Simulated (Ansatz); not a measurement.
## Calculated ¹⁴N nuclear quadrupole resonance for Si3N4

Cell: an entry of the Crystallography Open Database (COD) whose atoms were relaxed with PBE, the cell held.

Space group P6_3/m (No. 176); a = 7.5950, c = 2.9023 Å, γ = 120.00°.

```csv
site,Wyckoff,site symmetry,x,y,z
Si,6h,m..,0.7673,0.1736,0.2500
N7,6h,m..,0.0294,0.3297,0.2500
N13,2d,-6..,0.3333,0.6667,0.7499
```

One atom of each set is listed.

Method: Kohn–Sham DFT in Ansatz, PBE, plane waves and PAW (field gradients read without the response of the frozen cores, which leaves them typically 4 to 6 % off), scalar-relativistic, 420 eV cutoff, Γ-centred 4×4×10 k-points, Fermi–Dirac smearing 0.02 eV.

¹⁴N: I = 1, Q = 20.44 mb (year-2017 value). Static lattice, zero field.

(1) Predict the zero-field ¹⁴N lines of each site.

## Answers

(1) For I = 1 the lines are ν± = (3/4)|C_Q|(1 ± η/3) and ν₀ = |C_Q|η/2.

```csv
site,atoms,V_zz (10²¹ V/m²),C_Q (MHz),η,line frequencies (MHz)
N7,6,-5.10,-2.52,0.07,"0.0869, 1.85, 1.93"
N13,2,-5.03,-2.49,0.00,1.87
```

An axis of threefold or higher order runs through N13, so V_zz lies along it and η is zero. At N7 V_zz stands upright on the plane through its three neighbours (within 3°).

At this cell the PBE pressure is 6 GPa, so with PBE the cell would grow if it were relaxed.

The relaxation (11 steps) took 48 s of wall time (48 s of CPU time) and 0.51 GiB at its peak, on 1 thread of AMD EPYC 9R45 (Zen 5) (x86_64; 16 cores open to the job, memory cap 3.0 GiB, no GPU), a shared host with a load of 0.1 a core.
